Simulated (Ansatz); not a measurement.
**SnO2: a vibration from a frozen displacement**

All numbers below come from DFT r2SCAN, scalar-relativistic, plane waves, PAW in Ansatz 0.2.0. Settings: plane waves to 500 eV, k-mesh 6×6×8 (Γ-centred), Gaussian smearing 0.05 eV. No spin polarisation. Energies are free energies at this smearing, counted from the undisturbed cell; pressure is positive in compression.

The undisturbed cell (relaxed at this level):

```
CELL_PARAMETERS angstrom
4.75982 0.00000 0.00000
0.00000 4.76006 0.00000
0.00000 0.00000 3.20071
ATOMIC_POSITIONS crystal
Sn 0.50000 0.50000 0.50000
Sn 0.00000 0.00000 0.00000
O 0.30586 0.30596 0.00000
O 0.80586 0.19404 0.50000
O 0.19414 0.80596 0.50000
O 0.69414 0.69404 0.00000
```

Every Sn atom is moved by x along the Cartesian unit vector (0.707, -0.707, 0.000); the cell and all other atoms stay fixed. The cell's volume is 72.52 Å³; the moved atoms weigh 237.420 u together and the others 63.996 u. Some rows repeat others by symmetry and weren't run.

| x (Å) | ΔE (meV/cell) | total force on the moved atoms along the move (eV/Å) | pressure (GPa) |
| --- | --- | --- | --- |
| -0.5000 | 5605.75 | 31.0486 | 34.9028 |
| -0.3750 | 2650.59 | 17.3977 | 17.9861 |
| -0.2500 | 1032.88 | 9.1553 | 7.4835 |
| -0.1250 | 237.81 | 3.9110 | 1.7993 |
| 0.0000 | 0.00 | 0.0000 | 0.0046 |
| 0.1250 | 237.81 | -3.9110 | 1.7993 |
| 0.2500 | 1032.88 | -9.1553 | 7.4836 |
| 0.3750 | 2650.59 | -17.3977 | 17.9861 |
| 0.5000 | 5605.75 | -31.0486 | 34.9028 |

What frequency belongs to this motion?

The force constant is k = −dF/dx = 31.288 eV/Å², from the parabola through x = -0.1250, 0 and 0.1250. In every cell the moved atoms swing against the rest, so the mass is μ = m₁m₂/(m₁ + m₂) = 50.409 u, and ν̃ = 521.5 cm⁻¹ × √(|k|/μ) = 411 cm⁻¹. Steps this long are already anharmonic: the energies of the same points give k = 30.439 eV/Å², so the harmonic k is uncertain by that gap or more. The pattern needn't be a normal mode: ν̃² is then a weighted mean of the squared nonzero frequencies at the zone centre of this cell, taken without macroscopic field, so it lies between the lowest and the highest of them.

How far does the harmonic law reach?

At x = -0.500 Å, kx²/2 = 3911.01 meV against the computed 5605.75 meV (+43.3 %): the well stiffens in this direction at large amplitude.

The pressure changes with x². What does that say about the frequency under compression?

With E = k(V)x²/2, k ∝ V^(−2γ) and x scaling with the cell as V^(1/3), P − P0 = −∂E/∂V = (2γ − 2/3) ΔE/V. At x = 0.2500 Å, V(P − P0) = 72.52 × 7.47901 / 160.2 eV = 3385.19 meV and ΔE = 1032.88 meV, so γ = 1/3 + V(P − P0)/(2ΔE) = 1.97. This is the Grüneisen parameter of the motion under uniform scaling of the cell: shrinking the cell evenly by 1 % in volume raises the frequency by about 1.97 %.

The energy rises on both sides of the undisturbed structure, so Sn shows no tendency to go off-centre along this line. That fits Sn(IV), whose filled 4d shell and empty 5s shell provide neither a lone pair nor the low-lying empty d states that soften the polar modes of rutile TiO2.

The move drives one Sn straight at an apical oxygen and the other between two equatorial ones. Inversion symmetry makes the two directions equivalent and cancels the odd terms in the energy. What remains is the imbalance between shortened and lengthened bonds: closed-shell repulsion climbs faster on the short side than it relaxes on the long side, which explains the stiffening at large amplitude. The same steep repulsion probably underlies the positive Grüneisen parameter, since compression brings Sn and O closer even before the displacement.

This polar stretching motion says nothing about the rotation-like B1g mode of the oxygens, which in rutile oxides typically softens under pressure and leads towards the CaCl2-type structure.
